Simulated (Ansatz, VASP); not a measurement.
MgO in VASP and in Ansatz

INCAR

```
SYSTEM = MgO
PREC = Accurate
ENCUT = 520
EDIFF = 1E-6
ISMEAR = 0
SIGMA = 0.05
LREAL = .False.
LASPH = .True.
NELM = 80
ALGO = Normal
ISIF = 2
LWAVE = .False.
LCHARG = .False.
GGA = PE
NBANDS = 26
```

The input KPOINTS:

```
Automatic mesh
0
Gamma
  9 9 4
  0 0 0
```

POSCAR

```
MgO
1.0
    3.4856814238      0.0000000000      0.0000000000
   -1.7428407119      3.0186886625      0.0000000000
    0.0000000000      0.0000000000      9.3126950599
Mg O
4 4
Direct
    0.3333333333      0.6666666667      0.9694906392
    0.0000000000      0.0000000000      0.2208211786
    0.0000000000      0.0000000000      0.7208211786
    0.6666666667      0.3333333333      0.4694906392
    0.3333333333      0.6666666667      0.7800420079
    0.0000000000      0.0000000000      0.5296443544
    0.0000000000      0.0000000000      0.0296443544
    0.6666666667      0.3333333333      0.2800420079
```

Input for Ansatz:

```yaml
crystal:
  lattice:
    - [3.4856814238, 0.0, 0.0]
    - [-1.7428407119, 3.0186886625, 0.0]
    - [0.0, 0.0, 9.3126950599]
  atoms:
    - { symbol: Mg, position: [0.3333333333, 0.6666666667, 0.9694906392] }
    - { symbol: Mg, position: [0.0, 0.0, 0.2208211786] }
    - { symbol: Mg, position: [0.0, 0.0, 0.7208211786] }
    - { symbol: Mg, position: [0.6666666667, 0.3333333333, 0.4694906392] }
    - { symbol: O, position: [0.3333333333, 0.6666666667, 0.7800420079] }
    - { symbol: O, position: [0.0, 0.0, 0.5296443544] }
    - { symbol: O, position: [0.0, 0.0, 0.0296443544] }
    - { symbol: O, position: [0.6666666667, 0.3333333333, 0.2800420079] }
basis:
  ecutwfc: 520.0
kpoints:
  mp_grid: { grid: [9, 9, 4] }
hamiltonian:
  xc: pbe
  pseudopotentials: { kind: paw, azcp: { folder: soft_1 } }
scf:
  occupations: { method: gaussian, width: 0.05 }
output:
  forces: true
  stress: true
  eigenvalues: true
  write_density: true
  write_potential: true
  elf: true
  volumetric_format: npy
```

Alike in both runs: task single point; functional PBE; k mesh 9 × 9 × 4; occupations gaussian, width 0.05 eV; no spin polarisation.

```csv
,VASP,Ansatz
version,VASP 6.6.1,Ansatz 0.2.0
potentials or method,"VASP PAW PBE potentials, release 64 (Mg, O)","scalar-relativistic, plane waves, PAW"
plane-wave cutoff (eV),520,520
valence electrons in the cell,32,64
```

VASP gave:

```
gap on the k mesh at the Fermi level (eV)       : 3.04
least direct gap on the mesh (eV)               : 3.04
pressure (GPa)                                  : 5.1
largest component of the traceless stress (GPa) : 31.81
rms of the force components (eV/Å)              : 1.693
```

Question: Which values does Ansatz return?

Answer: gap on the k mesh at the Fermi level (eV): 3.06; least direct gap on the mesh (eV): 3.06; pressure (GPa): 5.3; largest component of the traceless stress (GPa): 31.24; rms of the force components (eV/Å): 1.661.

Atom by atom the forces differ by 0.031 eV/Å (rms over components). The two sets of potentials don't hold the same shells in valence.

Caveats: an odd mesh through Γ misses points on the zone boundary, where band edges often lie; forces of over 1 eV/Å show positions far from the minimum, so gaps and moduli don't describe the material at rest.
